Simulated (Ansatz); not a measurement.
Molecular dynamics on a 2×2×1 supercell (12 atoms) of WSe2 (P-6m2), relaxed with r2SCAN+rVV10. Forces come from r2SCAN in the plane-wave code Ansatz: a Nosé-Hoover thermostat at fixed volume, 800 K, steps of 2 fs. Spin polarisation is off, nuclei are classical, and the run is far too short for thermal averages.

```yaml
crystal:
  lattice:
    - [6.5944267511, 0.0, 0.0]
    - [-3.2972133755, 5.7109410898, 0.0]
    - [0.0, 0.0, 7.184272763]
  atoms:
    - { symbol: W, position: [0.0, 0.0, 0.0] }
    - { symbol: Se, position: [0.1666666667, 0.3333333333, 0.2319179766] }
    - { symbol: Se, position: [0.1666666667, 0.3333333333, 0.7680820234] }
    - { symbol: W, position: [0.0, 0.5, 0.0] }
    - { symbol: Se, position: [0.1666666667, 0.8333333333, 0.2319179766] }
    - { symbol: Se, position: [0.1666666667, 0.8333333333, 0.7680820234] }
    - { symbol: W, position: [0.5, 0.0, 0.0] }
    - { symbol: Se, position: [0.6666666667, 0.3333333333, 0.2319179766] }
    - { symbol: Se, position: [0.6666666667, 0.3333333333, 0.7680820234] }
    - { symbol: W, position: [0.5, 0.5, 0.0] }
    - { symbol: Se, position: [0.6666666667, 0.8333333333, 0.2319179766] }
    - { symbol: Se, position: [0.6666666667, 0.8333333333, 0.7680820234] }
kpoints:
  mp_grid: { grid: [3, 3, 2] }
hamiltonian:
  xc: r2scan
scf:
  occupations: { method: fermi_dirac, width: 0.069 }
md:
  ensemble: nvt_nose_hoover
  temperature: 800
  timestep: 2.0
  n_steps: 30
  initial_velocities: maxwell_boltzmann
  seed: 4644
```

Run as `ansatz run input.yaml --threads 4 --pin off --max-ram 5529MiB --backend cpu --events-out ev --progress --plain --runs-dir out`. Wall time 4.7 min on 4 threads of Arm Neoverse V2 (shared host); peak host memory 1.7 GiB.

```
step  t (fs)  T (K)  free energy F from step 0 (meV/atom)  kinetic energy (meV/atom)  largest force (eV/Å)
   0       0    800                                   0.0                       94.8                  0.03
   1       2    794                                   0.7                       94.1                  0.24
   2       4    777                                   2.7                       92.1                  0.45
   3       6    750                                   6.0                       88.8                  0.64
   4       8    714                                  10.3                       84.6                  0.82
   5      10    670                                  15.5                       79.3                  0.99
   6      12    619                                  21.5                       73.4                  1.14
   7      14    564                                  28.1                       66.8                  1.28
   8      16    505                                  35.1                       59.9                  1.42
   9      18    446                                  42.3                       52.8                  1.55
  10      20    386                                  49.4                       45.7                  1.67
  11      22    328                                  56.4                       38.9                  1.78
  12      24    274                                  62.9                       32.4                  1.88
  13      26    224                                  68.8                       26.6                  1.96
  14      28    181                                  74.1                       21.4                  2.03
  15      30    145                                  78.5                       17.1                  2.08
  16      32    116                                  81.9                       13.8                  2.13
  17      34     97                                  84.3                       11.4                  2.15
  18      36     86                                  85.6                       10.2                  2.17
  19      38     84                                  85.9                       10.0                  2.17
  20      40     92                                  85.1                       10.9                  2.15
  21      42    108                                  83.3                       12.8                  2.12
  22      44    132                                  80.5                       15.7                  2.08
  23      46    164                                  76.9                       19.4                  2.03
  24      48    202                                  72.6                       23.9                  1.96
  25      50    246                                  67.7                       29.1                  1.88
  26      52    294                                  62.4                       34.8                  1.79
  27      54    344                                  56.9                       40.8                  1.70
  28      56    397                                  51.2                       47.0                  1.64
  29      58    449                                  45.7                       53.2                  1.57
  30      60    500                                  40.4                       59.3                  1.49
```

The temperature starts at 800 K, is lowest at step 19 (84 K, 38 fs) and ends at 500 K. The thermostat hasn't had time to restore it. The atoms start on their lattice sites with kinetic energy alone, so much of it first passes into potential energy. By the last step the atoms have moved 0.09 Å in the root mean square, the drift of the whole cell taken out, 0.16 Å at most.

Positions (Å) and forces (eV/Å) at step 30:
```
W   -0.052   0.009  -0.029     0.988  -0.340   0.146
Se   0.065   1.881   1.625    -0.092   0.162   0.327
Se   0.051   1.831   5.382    -0.048   0.794   1.256
W   -1.560   2.795  -0.021    -0.968   0.893  -0.351
Se  -1.688   4.735   1.663    -0.294  -0.420  -0.208
Se  -1.622   4.799   5.458    -0.517  -0.759   0.973
W    3.226  -0.006   0.060     1.078   0.056  -0.342
Se   3.337   1.874   1.708    -0.129   0.687  -0.580
Se   3.276   1.891   5.576     0.366   0.246  -0.218
W    1.662   2.907  -0.004    -0.214  -0.300   0.155
Se   1.657   4.798   1.775    -0.272  -0.250  -1.179
Se   1.567   4.855   5.537     0.102  -0.770   0.022
```
